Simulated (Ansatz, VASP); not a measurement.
## Sb in VASP and in Ansatz

INCAR

```
SYSTEM = Sb
  PREC = Accurate
  ENCUT = 600
  EDIFF = 1E-6
  ISMEAR = -1
  SIGMA = 0.05
  LREAL = .False.
  LASPH = .True.
  NELM = 100
  ALGO = Normal
  ISIF = 4
  LWAVE = .False.
  LCHARG = .False.
  GGA = PE
  IBRION = 2
  NSW = 50
  EDIFFG = -0.005
```

The input KPOINTS:

```
Automatic mesh
0
Gamma
  13 13 12
  0 0 0
```

POSCAR

```
Sb
1.0
    3.0478026496      0.0000000000      0.0000000000
   -1.5239013248      2.6394745203      0.0000000000
    0.0000000000      0.0000000000      2.8996973891
Sb
1
Direct
    0.0000000000      0.0000000000      0.0000000000
```

Input for Ansatz:

```yaml
crystal:
  lattice:
    - [3.0478026496, 0.0, 0.0]
    - [-1.5239013248, 2.6394745203, 0.0]
    - [0.0, 0.0, 2.8996973891]
  atoms:
    - { symbol: Sb, position: [0.0, 0.0, 0.0] }
kpoints:
  mp_grid: { grid: [13, 13, 12] }
scf:
  occupations: { method: fermi_dirac, width: 0.05 }
hamiltonian:
  xc: pbe
  pseudopotentials: { kind: paw }
output:
  forces: true
  stress: true
  write_density: true
  write_potential: true
  elf: true
  volumetric_format: npy
relax:
  f_tol: 0.005
  max_steps: 30
  cell: { stress_tol: 0.11, fix: [volume] }
```

Alike in both runs: task relaxation of shape and atoms at fixed volume; functional PBE; k mesh 13 × 13 × 12; occupations fermi-dirac, width 0.05 eV; no spin polarisation.

```csv
,VASP,Ansatz
version,VASP 6.6.1,Ansatz 0.2.0
potentials or method,"VASP PAW PBE potentials, release 64 (Sb)","PAW with Ansatz's default frozen-core files, scalar-relativistic"
plane-wave cutoff (eV),600,420
valence electrons in the cell,5,15
```

```tsv
	VASP	Ansatz	Ansatz less VASP
relaxed volume (Å³/atom)	23.33	23.33	0.000
relaxed cell length with the largest relative difference (Å)	2.893	2.893	-0.0005
```

The two sets of potentials don't hold the same shells in valence.

The runs have no spin-orbit coupling, so splittings on Sb are missing.
